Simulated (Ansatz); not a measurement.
**SiC: excitons and shallow donors from band masses and screening**

Computed with DFT r2SCAN, scalar-relativistic, plane waves, PAW in Ansatz.

Plane waves to 500 eV, a k mesh through Γ of 12×12×6 on the computed 4-atom cell and Gaussian smearing (0.02 eV); no spin polarisation.

Relaxed cell: P6_3mc, a = 3.075 Å, b = 3.075 Å, c = 5.048 Å, α = 90.00°, β = 90.00°, γ = 120.00°, 4 atoms in the primitive cell.

The calculation gives a Kohn–Sham gap of 2.65 eV, an electron mass of 0.351 mₑ and a hole mass of 0.688 mₑ (harmonic means over x, y, z and over the bands degenerate at each edge), and ε∞ = 6.60 (independent particles, mean of the diagonal). Masses and screening differ among the axes, which the isotropic model averages.

Estimate the binding energy and radius of a Wannier–Mott exciton and of a shallow donor, and say whether the hydrogenic model can hold.

The reduced mass is μ = mₙmₕ/(mₙ + mₕ) = 0.232 mₑ, with mₙ and mₕ the band masses. With E_b = 13.606 eV × μ/ε² and a = 0.529 Å × ε/μ (μ in mₑ) the exciton has E_b = 73 meV and a = 15.0 Å. For a donor μ is the electron mass: 110 meV and 10.0 Å. The exciton's radius is 5 times the shortest lattice vector (3.08 Å), so the continuum picture is reasonable. In a polar crystal the ions screen too, so a state bound more weakly than an optical phonon feels the larger static constant, which lowers the energy and widens the orbit. The other way, the small Kohn–Sham gap and the missing local fields make ε∞ too large and the masses tend to be too light, which underbinds. The edges lie at different points of the zone, so the exciton is indirect.